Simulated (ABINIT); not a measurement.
The system is AlN.

```xyz
4
Lattice="3.1130 0.0000 0.0000 -1.5565 2.6959 0.0000 0.0000 0.0000 4.9810" Properties=species:S:1:pos:R:3 pbc="T T T"
Al    1.5565    0.8986    2.4905
Al    0.0000    1.7973    0.0000
N     1.5565    0.8986    4.3833
N     0.0000    1.7973    1.8928
```

* Program: ABINIT 10.8.3 (patched build)
* Task: relaxation of cell and atoms
* Functional: PBE
* Potentials or basis: JTH PAW PBE v2.0
* Cutoff: 707 eV
* k mesh: 10 × 10 × 6
* Occupations: fermi-dirac, width 0.05 eV
* Spin: no spin polarisation

At the start: pressure 4.3 GPa; volume 10.45 Å³/atom.

Problem. Where does the relaxation end?

Solution. Over 8 steps the energy falls by 3.1 meV/atom and the volume is 10.67 Å³/atom (+2.1 %); space group P6_3mc (No. 186, to 0.05 Å).

The path:
| step | energy change (eV) | largest force (eV/Å) | pressure (GPa) | volume (Å³) |
| --- | --- | --- | --- | --- |
| 1 | 0.0000 | 0.1308 | 4.30 | 41.80 |
| 2 | -0.0107 | 0.0678 | 1.59 | 42.36 |
| 3 | -0.0126 | 0.0236 | 0.02 | 42.69 |
| 4 | -0.0126 | 0.0160 | -0.03 | 42.70 |
| 5 | -0.0126 | 0.0033 | -0.04 | 42.70 |
| 6 | -0.0126 | 0.0013 | -0.01 | 42.70 |
| 7 | -0.0126 | 0.0020 | 0.00 | 42.69 |
| 8 | -0.0126 | 0.0008 | 0.01 | 42.69 |

Final structure:
```
CELL_PARAMETERS angstrom
3.13292 0.00000 0.00000
-1.56646 2.71318 0.00000
0.00000 0.00000 5.02267
ATOMIC_POSITIONS crystal
Al 0.66667 0.33333 0.49923
Al 0.33333 0.66667 0.99923
N 0.66667 0.33333 0.88077
N 0.33333 0.66667 0.38077
```
